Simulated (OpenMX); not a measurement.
## Ga: single point with PBE

Ga:

```
Ga
1.0
     4.38933    0.00000    0.00000
    -2.19467    3.80128    0.00000
     0.00000    0.00000    2.72783
Ga
2
Direct
  0.33333 0.66667 0.50000
  0.66667 0.33333 0.50000
```

The cell was built by a generator and needn't be a form met in nature.

```yaml
Program: OpenMX 3.8.5
Task: single point
Functional: PBE
Potentials_or_basis: OpenMX 2013 PBE set, Ga7.0-s3p2d2, grid cutoff 500 Ry
k_mesh: 5 × 5 × 7
Occupations: fermi-dirac, width 0.05 eV
Spin: no spin polarisation
Mixing_scheme: rmm-diisk
SCF_threshold: 1e-08 Ha
Solver: band
Max_SCF_cycles: 100
```

| Item | Value |
| --- | --- |
| Pressure | 4.9 GPa |
| Largest force | 0.011 eV/Å |
| Band gap on the k mesh | none (metal or under the smearing width) |

Forces on the atoms (eV/Å):
```
Ga  -0.005  0.010  0.000
Ga   0.005 -0.010  0.000
```

Levels at points of the mesh, in eV from the Fermi level:
| k point | band 9 | band 10 | band 11 | band 12 | band 13 | band 14 | band 15 | band 16 | band 17 | band 18 |
| --- | --- | --- | --- | --- | --- | --- | --- | --- | --- | --- |
| (0.00, 0.00, 0.00) | -14.85 | -14.85 | -10.30 | -1.42 | -0.59 | -0.59 | 3.43 | 3.43 | 8.31 | 9.42 |

Run time: 85 s on 1 thread of Intel(R) Xeon(R) Platinum 8488C (Sapphire Rapids), with other jobs on the host, peak memory 0.82 GiB.

Caveat: the basis of atomic orbitals isn't converged, which shifts pressures, moduli and gaps.
